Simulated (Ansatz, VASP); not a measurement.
Two plane-wave programs on Al

Contents of INCAR:

```
SYSTEM = Al
PREC     = Accurate       ! precision mode
ENCUT    = 600            ! plane-wave cutoff, eV
EDIFF    = 1E-6           ! SCF threshold, eV
ISMEAR   = 0              ! smearing method
SIGMA    = 0.1            ! smearing width, eV
LREAL    = .FALSE.        ! projectors in reciprocal space
LASPH    = .TRUE.         ! aspherical terms in the spheres
NELM     = 100            ! most SCF steps
ALGO     = Fast           ! electronic algorithm
ISIF     = 3              ! what is computed and relaxed
LWAVE    = .FALSE.        ! write WAVECAR
LCHARG   = .FALSE.        ! write CHGCAR
IBRION   = 2              ! ionic algorithm
NSW      = 100            ! ionic steps
EDIFFG   = -0.005         ! ionic threshold
```

Contents of KPOINTS:

```
Automatic mesh
0
G
  18 18 18
  0 0 0
```

POSCAR

```
Al
1.0
    0.0000000000      2.0248050000      2.0248050000
    2.0248050000      0.0000000000      2.0248050000
    2.0248050000      2.0248050000      0.0000000000
Al
1
Direct
    0.0000000000      0.0000000000      0.0000000000
```

Input for Ansatz:

```yaml
crystal:
  lattice:
    - [0.0, 2.024805, 2.024805]
    - [2.024805, 0.0, 2.024805]
    - [2.024805, 2.024805, 0.0]
  atoms:
    - { symbol: Al, position: [0.0, 0.0, 0.0] }
basis:
  ecutwfc: 420
kpoints:
  mp_grid: { grid: [18, 18, 18] }
hamiltonian:
  xc: lda
scf:
  occupations: { method: gaussian, width: 0.1 }
output:
  forces: true
  stress: true
  eigenvalues: true
  write_density: true
  write_potential: true
  elf: true
  volumetric_format: npy
relax:
  adjacent_minimum: "off"
  f_tol: 0.005
  max_steps: 80
  cell: { stress_tol: 0.05 }
```

Alike in both runs: task relaxation of cell and atoms; functional LDA; k mesh 18 × 18 × 18; occupations gaussian, width 0.1 eV; no spin polarisation.

|  | VASP | Ansatz |
| --- | --- | --- |
| version | VASP 6.6.1 | Ansatz 0.2.0 |
| potentials or method | VASP PAW LDA potentials, release 64 (Al) | scalar-relativistic, plane waves, PAW |
| plane-wave cutoff (eV) | 600 | 420 |
| valence electrons in the cell | 3 | 3 |

Ansatz gave:

```
gap on the k mesh at the Fermi level, each at its own relaxed structure (eV) : none
relaxed volume (Å³/atom)                                                     : 15.80
relaxed cell length with the largest relative difference (Å)                 : 2.817
energy change over the relaxation (meV/atom)                                 : -9
```

Problem. Estimate VASP's values.

Solution. gap on the k mesh at the Fermi level, each at its own relaxed structure (eV): none; relaxed volume (Å³/atom): 15.82; relaxed cell length with the largest relative difference (Å): 2.818; energy change over the relaxation (meV/atom): -9.

A gap of «none» marks a metal or a gap that the smearing closes.

LDA usually gives volumes a few per cent too small. Zero-point motion and thermal expansion aren't in these numbers.
